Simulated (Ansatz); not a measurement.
Runs of Ansatz 0.2.0 on Ti. It takes space group Im-3m (No. 229, cubic). Conventional cell: a = 3.282 Å, b = 3.282 Å, c = 3.282 Å, α = 90.00°, β = 90.00°, γ = 90.00°. Ti (site symmetry m-3m) is surrounded by 8 Ti at 2.84 Å. This isn't the form of Ti at room conditions, which is hcp.

| task | level | potentials or basis | cell | k mesh | cutoff (eV) | smearing | points for each segment of the path | mesh quality | gap on the mesh (eV) | pressure (GPa) | relaxed volume (Å³/atom) |
| --- | --- | --- | --- | --- | --- | --- | --- | --- | --- | --- | --- |
| relaxation of cell and atoms | BLYP+D4 | Ansatz PAW | relaxed | 11 × 11 × 11 | 420 | fermi-dirac 0.05 eV | - | not flagged | - | 0.0 | 17.02 |
| single point | B3LYP | Ansatz PAW | as given | 6 × 6 × 6 | 420 | fermi-dirac 0.05 eV | - | coarse | none | - | - |
| relaxation of cell and atoms | LDA | Ansatz PAW | relaxed | 11 × 11 × 11 | 420 | fermi-dirac 0.05 eV | - | not flagged | none | 0.0 | 15.85 |
| relaxation of cell and atoms | BLYP | Ansatz PAW | relaxed | 11 × 11 × 11 | 420 | fermi-dirac 0.05 eV | - | not flagged | none | 0.0 | (a) |
| single point | HSE03 | SPMS NC | as given | 7 × 7 × 7 | 707 | methfessel-paxton 0.05 eV | - | coarse | none | - | - |
| relaxation of cell and atoms | HSE06 | Ansatz PAW | relaxed | 6 × 6 × 6 | 420 | fermi-dirac 0.05 eV | - | coarse | none | - | 17.35 |
| band structure | HSE06 | Ansatz PAW | as given | 6 × 6 × 6 | 420 | fermi-dirac 0.05 eV | 4 | coarse | none | - | - |

Alike in all rows: no spin polarisation.

Estimate the missing entries.

(a) 17.62.

Caveats: some runs use coarse meshes; the PAW data sets come from PBE, with cores solved anew for the run's functional, which leaves a small shift of forces and pressure (some runs); the potentials were made for another functional, which shifts forces and pressure (some runs); the plane-wave basis is chosen anew once the cell has moved, so the energies of steps on either side of that aren't comparable (some runs).

A k mesh can miss the band edges.

A gap of «none» marks a metal or a gap under the smearing width.

Not every run made on this cell is shown here.
